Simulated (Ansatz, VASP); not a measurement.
**Two plane-wave programs on Ag**

The input INCAR:

```
SYSTEM = Ag
PREC     = Accurate       ! precision mode
ENCUT    = 520            ! plane-wave cutoff, eV
EDIFF    = 1E-6           ! SCF threshold, eV
ISMEAR   = 0              ! smearing method
SIGMA    = 0.15           ! smearing width, eV
LREAL    = .FALSE.        ! projectors in reciprocal space
LASPH    = .TRUE.         ! aspherical terms in the spheres
NELM     = 100            ! most SCF steps
ALGO     = Fast           ! electronic algorithm
ISIF     = 2              ! what is computed and relaxed
LWAVE    = .FALSE.        ! write WAVECAR
LCHARG   = .FALSE.        ! write CHGCAR
GGA      = PS             ! functional
NBANDS   = 12             ! bands
```

KPOINTS

```
regular mesh
0
G
  22 22 22
  0 0 0
```

POSCAR

```
Ag
1.0
   -1.6289452327      1.6289452327      1.7103924944
    1.6289452327     -1.6289452327      1.7103924944
    1.6289452327      1.6289452327     -1.7103924944
Ag
1
Direct
    0.0000000000      0.0000000000      0.0000000000
```

Input for Ansatz:

```yaml
crystal:
  lattice:
    - [-1.6289452327, 1.6289452327, 1.7103924944]
    - [1.6289452327, -1.6289452327, 1.7103924944]
    - [1.6289452327, 1.6289452327, -1.7103924944]
  atoms:
    - { symbol: Ag, position: [0.0, 0.0, 0.0] }
basis:
  ecutwfc: 420
kpoints:
  mp_grid: { grid: [22, 22, 22] }
hamiltonian:
  xc: pbesol
scf:
  occupations: { method: gaussian, width: 0.15 }
output:
  forces: true
  stress: true
  eigenvalues: true
  write_density: true
  write_potential: true
  elf: true
  volumetric_format: npy
```

Alike in both runs: task single point; functional PBEsol; k mesh 22 × 22 × 22; occupations gaussian, width 0.15 eV; no spin polarisation.

```csv
,VASP,Ansatz
version,VASP 6.6.1,Ansatz 0.2.0
potentials or method,"VASP PAW PBE potentials, release 64 (Ag)","scalar-relativistic, plane waves, PAW"
plane-wave cutoff (eV),520,420
valence electrons in the cell,11,19
```

VASP gave:

- gap on the k mesh at the Fermi level (eV): none
- pressure (GPa): -7.3
- largest component of the traceless stress (GPa): 0.43

What did Ansatz give for the same quantities?

gap on the k mesh at the Fermi level (eV): none; pressure (GPa): -7.3; largest component of the traceless stress (GPa): 0.44.

A gap of «none» marks a metal or a gap that the smearing closes. The two sets of potentials don't hold the same shells in valence.

Caveats: the PAW data sets were made with another functional, which shifts forces and pressure a little (VASP).
